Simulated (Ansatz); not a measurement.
# TaN (P-62m) in Ansatz: band structure with PBEsol

Aim: the band structure of TaN with PBEsol.

Everything below comes from runs of Ansatz 0.2.0. Logs are shortened: lines on timing, memory, paths and dates and some standing lists are left out, and cuts for length are marked.

## (1) The structure

It takes space group P-62m (No. 189, hexagonal). The conventional cell has a = 5.196 Å, b = 5.196 Å, c = 2.911 Å, α = 90.00°, β = 90.00°, γ = 120.00°. Around Ta (site symmetry -62m) lie 3 N at 2.04 Å. Around Ta (site symmetry -6) lie 6 N at 2.16 Å. N (site symmetry m2m) has 5 Ta at 2.04 to 2.16 Å as nearest neighbours.

## (2) Band structure, PBEsol

input.yaml

```yaml
crystal:
  lattice:
    - [5.196, 0.0, 0.0]
    - [-2.598, 4.4998679981, 0.0]
    - [0.0, 0.0, 2.911]
  atoms:
    - { symbol: Ta, position: [0.0, 0.0, 0.0] }
    - { symbol: Ta, position: [0.6666666667, 0.3333333333, 0.5] }
    - { symbol: Ta, position: [0.3333333333, 0.6666666667, 0.5] }
    - { symbol: "N", position: [0.0, 0.39285, 0.0] }
    - { symbol: "N", position: [0.60715, 0.60715, 0.0] }
    - { symbol: "N", position: [0.39285, 0.0, 0.0] }
hamiltonian:
  xc: pbesol
  pseudopotentials: { kind: paw }
kpoints:
  mp_grid: { grid: [6, 6, 9] }
  band_path:
    path:
      - [[0.0, 0.0, 0.0], [0.5, 0.0, 0.0], [0.3333333333, 0.3333333333, 0.0], [0.0, 0.0, 0.0], [0.0, 0.0, 0.5], [0.5, 0.0, 0.5], [0.3333333333, 0.3333333333, 0.5], [0.0, 0.0, 0.5]]
      - [[0.5, 0.0, 0.5], [0.5, 0.0, 0.0]]
      - [[0.3333333333, 0.3333333333, 0.0], [0.3333333333, 0.3333333333, 0.5]]
    npoints: 14
scf:
  occupations: { method: fermi_dirac, width: 0.05 }
  n_extra_bands: 15
output:
  forces: true
  stress: true
  eigenvalues: true
  fatbands: true
```

Potentials or basis: Ansatz PAW.

Command:

```console
> ansatz run input.yaml --threads 2 --pin off --max-ram 5632MiB --backend cpu --events-out ev --progress --plain --runs-dir out
```

The program printed:

```text
Warning: RAYON_NUM_THREADS=2 ignored (pool sized by the plan → 2); use --threads N
scf.n_extra_bands = 15 over 27 filled bands (N_el = 54.0): the run solves 42 bands
Engine: ansatz 0.2.0, x86_64-unknown-linux-gnu
Pseudopotentials: kind: paw
Pseudopotential: Ta, paw, valence charge 13, recommended cutoff 420 eV (normal), Ta.paw.azcp
Pseudopotential: N, paw, valence charge 5, recommended cutoff 420 eV (normal), N.paw.azcp
Functional definition: PBEsol
  exchange = pbesol_x
  correlation = pbesol_c
Crystal: 6 atoms, lattice volume = 68.063 Å³
Basis set: ecut = 420 eV, 1287 PW (Γ), exchange–correlation on 72×72×40 points (8 copies of the dense FFT grid, shifted against one another)
Bands: 42, of which v1, the nominal top of the filled ones, is band 27 counted from 1 (26 counted from 0)
Symmetry: 12 space group operations
Space group: P-62m (ITA 189), of the structure as read, at distance tolerance 4.1e-5 Å
k-points: 35 of 324 (time reversal used)
Non-local potential: Ta, projectors of the file, l = 0: 3, l = 1: 2, l = 2: 2, l = 3: 1
Non-local potential: N, projectors of the file, l = 0: 2, l = 1: 2, l = 2: 1
PAW form: soft (Blöchl's): semilocal exchange-correlation on the pseudo side does not see the compensation charge
PAW frozen core: Ta, regenerated for the run's functional, and the local potential with it (the file was generated under x = pbe(κ = 0.804, μ = 0.2195149727645171), c = pbe(β = 0.06672455060314922))
PAW frozen core: N, regenerated for the run's functional, and the local potential with it (the file was generated under x = pbe(κ = 0.804, μ = 0.2195149727645171), c = pbe(β = 0.06672455060314922))
PAW one-centre angular grid: Ta, 590 points (default); XC on 64 Gauss nodes
PAW one-centre angular grid: N, 110 points (default); XC on 64 Gauss nodes
Initial density: superposition of atomic densities (neutral atoms: chi_scale 0, normalization atom), corrected by the library's trained network
Initial wavefunctions: pseudopotential atomic-orbital guess
Functional: x = pbesol(κ = 0.804, μ = 0.12345679012345678), c = pbesol(β = 0.046)
SCF iter   1: F=—  HF=-30562.989424 eV  |F-HF|=—  |Δ(HF+E_count)|=         —  Δρ=1.19e-2  dr2=8.93e-2  ethr=1.77e-3  ⟨swp⟩=5.9  Hψ=5962  notcnv=0  defer=65
preconditioner: auto → Kerker (q_TF=auto, 2.625 Å⁻¹)  [metal: Δε(μ)=0.002 eV  Ē_g=11.708 eV  σ=0.050 eV  W_gap=0.01  n_scr=26 (ndim 8)  ℏωp=24.7 eV  f_vac=0.000  D(μ)=0.89/eV (n_scr^D=6)]
SCF iter   2: F=—  HF=-30562.973419 eV  |F-HF|=—  |Δ(HF+E_count)|=   1.60e-2  Δρ=4.79e-3  dr2=1.25e-2  ethr=1.65e-4  ⟨swp⟩=2.0  Hψ=2005  notcnv=0  defer=213
SCF iter   3: F=—  HF=-30562.971670 eV  |F-HF|=—  |Δ(HF+E_count)|=   1.75e-3  Δρ=2.22e-3  dr2=3.03e-3  ethr=2.31e-5  ⟨swp⟩=1.2  Hψ=1308  notcnv=0  defer=213
SCF iter   4: F=—  HF=-30562.970977 eV  |F-HF|=—  |Δ(HF+E_count)|=   6.93e-4  Δρ=4.27e-4  dr2=9.44e-5  ethr=5.62e-6  ⟨swp⟩=2.0  Hψ=1655  notcnv=0  defer=213
SCF iter   5: F=—  HF=-30562.971008 eV  |F-HF|=—  |Δ(HF+E_count)|=   3.07e-5  Δρ=8.41e-5  dr2=4.28e-6  ethr=1.75e-7  ⟨swp⟩=2.0  Hψ=1750  notcnv=0  defer=213
SCF iter   6: F=—  HF=-30562.971007 eV  |F-HF|=—  |Δ(HF+E_count)|=   3.55e-7  Δρ=1.98e-5  dr2=2.61e-7  ethr=7.93e-9  ⟨swp⟩=2.5  Hψ=1959  notcnv=0  defer=213
SCF iter   7: F=-30562.971007 eV  HF=-30562.971007 eV  |F-HF|=3.82e-9  |Δ(HF+E_count)|=   1.93e-8  Δρ=3.71e-6  dr2=8.29e-9  ethr=1.85e-10  ⟨swp⟩=9.2  Hψ=5692  notcnv=0
SCF 1 converged in 7 iterations: F = -30562.971007 eV  dr2 = 8.29e-9
NSCF: frozen V_eff on 129 k-points
SCF converged after 7 iterations
Free energy (F): -30562.971007 eV
Harris-Foulkes:  -30562.971007 eV  (|F-HF|=3.82e-9)
Internal energy: -30562.964348 eV  (E = F + TS)
E sigma→0 (E₀):  -30562.967678 eV
Entropy (-TS):   -0.006659 eV (-1.110 meV/atom)
Fermi energy:    19.537186 eV
--- Per-component energies (eV) ---
  E_band       = -225.213405
  E_kinetic    = 1496.156993
  E_local      = -2035.828238  (includes V_loc(G=0)·N_el)
  E_nonlocal   = 188.461932
  E_hartree    = 687.252842
  E_xc         = -832.532237
  E_vxc        = -843.463530  (∫ρ·V_xc dr)
  E_paw        = -25186.296095  (= ΣΔE_a)
  E_vpaw       = -405.048226  (= ΣTr[D̂ρ^β])
  E_aug_tail   = 0.000825  (compensation charges beyond the density's cutoff)
  E_ewald      = -4880.905606
  E_core_change = 0.725236  (= ΣΔE_core)
  E_smearing   = -0.006659  (= −TS)
  E_closure    = 0.000000  (closes the sum)
  Σ components = -30562.971007   (vs F -30562.971007, Δ=0.00e0)
--- Forces (eV/Å), atoms counted from 1 ---
  atom   1  Ta    -0.00000000     0.00000000     0.00000000
  atom   2  Ta     0.00000000     0.00000000     0.00000000
  atom   3  Ta     0.00000000    -0.00000000     0.00000000
  atom   4  N     -0.00848927     0.01470385     0.00000000
  atom   5  N     -0.00848927    -0.01470385     0.00000000
  atom   6  N      0.01697854    -0.00000000     0.00000000
  max |Σ_I F_I| component: 2.08e-16 eV/Å
--- Stress (GPa, compression-positive) ---
       -3.220982       0.000000       0.000000
        0.000000      -3.220982       0.000000
        0.000000       0.000000      -4.888905
  P = ⅓ Tr σ = -3.7770 GPa (-37.770 kbar)
--- Band table (eV; the first three rows and the last of 35) ---
  k-point 0: bands = ["-49.7388", "-49.6934", "-49.1066", "-16.5653", "-16.5653", "-16.2118", "-16.2118", "-16.0393", "-15.9299", "-15.7800", "-15.7800", "-15.1432", "1.2663", "4.0095", "4.0095", "10.1576", "12.9915", "12.9915", "13.0708", "13.8050", "13.8050", "14.5361", "14.5361", "15.3202", "16.2331", "17.6447", "18.6459", "18.6459", "20.1325", "20.1325", "21.3905", "21.4706", "21.4706", "22.0924", "22.7425", "22.7425", "24.7962", "24.7962", "26.5102", "26.5102", "28.4527", "29.2169"]
  k-point 1: bands = ["-49.7334", "-49.6883", "-49.1020", "-16.5479", "-16.5479", "-16.1933", "-16.1933", "-16.1464", "-16.0254", "-15.7789", "-15.7789", "-15.2250", "1.5001", "3.9438", "3.9438", "10.5680", "12.7661", "12.7661", "13.2622", "13.7147", "13.7147", "14.4765", "14.4765", "14.6537", "16.6969", "18.1568", "18.1568", "18.2211", "20.7508", "20.7508", "21.5251", "21.5251", "21.5914", "22.3197", "22.7708", "22.7708", "24.6677", "24.6677", "26.1240", "26.1240", "28.7473", "29.8319"]
  k-point 2: bands = ["-49.7200", "-49.6753", "-49.0905", "-16.5037", "-16.5037", "-16.4091", "-16.2609", "-16.1444", "-16.1444", "-15.7780", "-15.7780", "-15.4276", "2.1192", "3.7702", "3.7702", "11.6626", "12.2543", "12.2543", "12.8528", "13.4957", "13.4957", "14.2815", "14.3190", "14.3190", "17.6880", "17.6880", "17.9720", "19.5296", "21.0102", "21.0102", "21.6603", "21.6603", "22.1711", "22.9107", "23.2536", "23.2536", "24.4430", "24.4430", "25.5316", "25.5316", "29.1490", "30.2586"]
  k-point 34: bands = ["-49.6727", "-49.6727", "-49.0687", "-16.7941", "-16.7941", "-16.4834", "-16.2307", "-16.2307", "-15.9885", "-15.7753", "-15.7753", "-15.7689", "3.0863", "3.7319", "3.7319", "11.3944", "11.3944", "12.2965", "12.3126", "12.3126", "13.0430", "13.0451", "15.4422", "15.4422", "17.1195", "17.1195", "17.8321", "21.8188", "21.8188", "22.0740", "22.3797", "22.3797", "23.2416", "23.4935", "23.4935", "24.9281", "25.6516", "25.6516", "25.7796", "26.8556", "28.3643", "28.3643"]
```

It took 18 s on 2 threads of AMD EPYC 7R13 (Zen 3), shared host; peak memory 0.47 GiB.

Results:

```
Free energy            : -30562.9710 eV
Pressure               : -3.8 GPa
Largest force          : 0.017 eV/Å
Band gap on the k mesh : none (metal or under the smearing width)
```

Forces on the atoms (eV/Å):
```
Ta   0.000  0.000  0.000
Ta   0.000  0.000  0.000
Ta   0.000  0.000  0.000
N   -0.008  0.015  0.000
N   -0.008 -0.015  0.000
N    0.017  0.000  0.000
```

Stress tensor (GPa, compression positive):
```
-3.22  0.00  0.00
 0.00 -3.22  0.00
 0.00  0.00 -4.89
```

Levels at the corners of the path, in eV from the Fermi level:
```tsv
point	band 23	band 24	band 25	band 26	band 27	band 28	band 29	band 30	band 31	band 32
Γ	-5.00	-4.22	-3.30	-1.89	-0.89	-0.89	0.60	0.60	1.85	1.93
M	-4.58	-3.87	-3.83	-2.82	-2.61	1.22	1.82	1.94	2.43	2.45
K	-4.98	-4.00	-3.67	-2.57	-2.57	1.24	1.70	1.70	2.06	2.72
Γ	-5.00	-4.22	-3.30	-1.89	-0.89	-0.89	0.60	0.60	1.85	1.93
A	-4.45	-4.31	-2.85	-2.85	1.94	1.94	2.02	2.21	2.21	3.31
L	-4.69	-3.98	-3.23	-1.93	-0.92	0.53	1.38	3.28	3.32	3.41
H	-3.99	-3.99	-2.53	-2.53	-1.69	2.54	2.54	2.59	2.63	2.63
A	-4.45	-4.31	-2.85	-2.85	1.94	1.94	2.02	2.21	2.21	3.31
L	-4.69	-3.98	-3.23	-1.93	-0.92	0.53	1.38	3.28	3.32	3.41
M	-4.58	-3.87	-3.83	-2.82	-2.61	1.22	1.82	1.94	2.43	2.45
K	-4.98	-4.00	-3.67	-2.57	-2.57	1.24	1.70	1.70	2.06	2.72
H	-3.99	-3.99	-2.53	-2.53	-1.69	2.54	2.54	2.59	2.63	2.63
```

Caveat: the pressure holds a Pulay correction of +0.5 GPa for the finite cutoff; spin-orbit coupling is left out, which moves the levels of the heavy elements; the PAW data sets come from PBE, with cores solved anew for the run's functional, which leaves a small shift of forces and pressure.
